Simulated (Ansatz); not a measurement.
The system is CrCuO2.

```xyz
4
Lattice="1.4867 0.8583 5.7000 -1.4867 0.8583 5.7000 0.0000 -1.7167 5.7000" Properties=species:S:1:pos:R:3 pbc="T T T"
Cu    0.0000    0.0000    0.0000
Cr    0.0000    0.0000    8.5500
O     0.0000    0.0000   15.2546
O     0.0000    0.0000    1.8454
```

Base run:

| Quantity | Value |
| --- | --- |
| Program | Ansatz 0.2.0 |
| Functional | PBE |
| Potentials or basis | PseudoDojo stringent (PBE files) |
| Cutoff | 1633 eV |
| Density cutoff | 6531 eV |
| k mesh | 10 × 10 × 10 |
| Occupations | fermi-dirac, width 0.05 eV |
| Spin | collinear spin, ferromagnetic start |
| Starting moments | [0.6, 3.0, 0.0, 0.0] μB |

Its results: band gap on the k mesh 1.09 eV, indirect (least direct gap 1.26 eV); pressure 3.8 GPa; net moment 3.00 μB per cell; site moments Cu +0.01; Cr +2.41; O +0.00 μB; largest force 0.054 eV/Å.

Question: The run is repeated on the same cell with these changes: potentials or basis from PseudoDojo stringent (PBE files) to Ansatz PAW; cutoff from 1633 eV to 420 eV (not typed: the program's choice for these potentials); k mesh from 10 × 10 × 10 to 5 × 5 × 5. What comes out?

Answer: Band gap on the k mesh 1.21 eV, indirect (least direct gap 1.56 eV); pressure 4.1 GPa; net moment 3.00 μB per cell; site moments Cu +0.01; Cr +2.40; O +0.01 μB; largest force 0.023 eV/Å.

Caveats: some runs use coarse meshes; only a ferromagnetic start was run, and an antiferromagnetic order may lie lower in energy; odd divisions of the mesh miss points on the zone boundary, where band edges often lie, so the gap on the mesh can be too wide (some runs).

A k mesh can miss the band edges.
